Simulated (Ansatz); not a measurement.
**SnO under changes of volume**

One of the cells (17.769 Å³/atom); the others are scaled copies at fixed shape and fractional positions:

```
Sn O
1.0
     3.81370    0.00000    0.00000
     0.00000    3.81370    0.00000
     0.00000    0.00000    4.88691
Sn O
2 2
Direct
  0.50000 0.00000 0.76463
  0.00000 0.50000 0.23537
  0.00000 0.00000 0.00000
  0.50000 0.50000 0.00000
```

The cell is a database's computed one.

- Program: Ansatz 0.2.0
- Functional: PBEsol
- Dispersion: D4
- Potentials or basis: Ansatz PAW
- Cutoff: 420 eV (not typed: the program's choice for these potentials)
- k mesh: 7 × 7 × 6
- Occupations: fermi-dirac, width 0.05 eV
- Spin: no spin polarisation

```csv
volume (Å³/atom),energy over the lowest point (meV/atom),pressure (GPa),gap on the mesh (eV),largest force (eV/Å)
16.703,9.81,4.5,0.13,1.008
17.058,2.41,2.1,0.21,0.671
17.414,0.00,0.0,0.28,0.362
17.769,2.03,-1.9,0.35,0.078
18.125,8.04,-3.6,0.42,0.186
18.480,?,?,?,?
18.835,30.48,-6.5,0.55,0.658
```

What does the run at 18.480 Å³/atom give?

Energy over the lowest point 17.69 meV/atom; pressure -5.1 GPa; gap on the mesh 0.48 eV; largest force 0.431 eV/Å.

Worked out: A Birch-Murnaghan fit of order 3 (a polynomial in V^(-2/3)) to the other rows has its minimum at 17.42 Å³/atom with B0 = V·E''(V) = 98 GPa and B' = 4.3 at fixed shape and positions, which overstates the stiffness. It gives 17.66 meV/atom at 18.480 Å³/atom, against the run's 17.69, and -dE/dV = -5.1 GPa, against -5.1. A straight line through the other rows of the gap, of slope 3.48 eV per unit of ln V, gives 0.49 eV, against the run's 0.48.

Energies are extrapolated to zero smearing.

Caveats: odd divisions of the mesh miss points on the zone boundary, where band edges often lie, so the gap on the mesh can be too wide; spin-orbit coupling is left out, which moves the levels of the heavy elements; the PAW data sets come from PBE, with cores solved anew for the run's functional, which leaves a small shift of forces and pressure; forces of over 1 eV/Å show positions far from the minimum, so gaps and moduli don't describe the material at rest (some runs).

A mesh can miss the band edges.
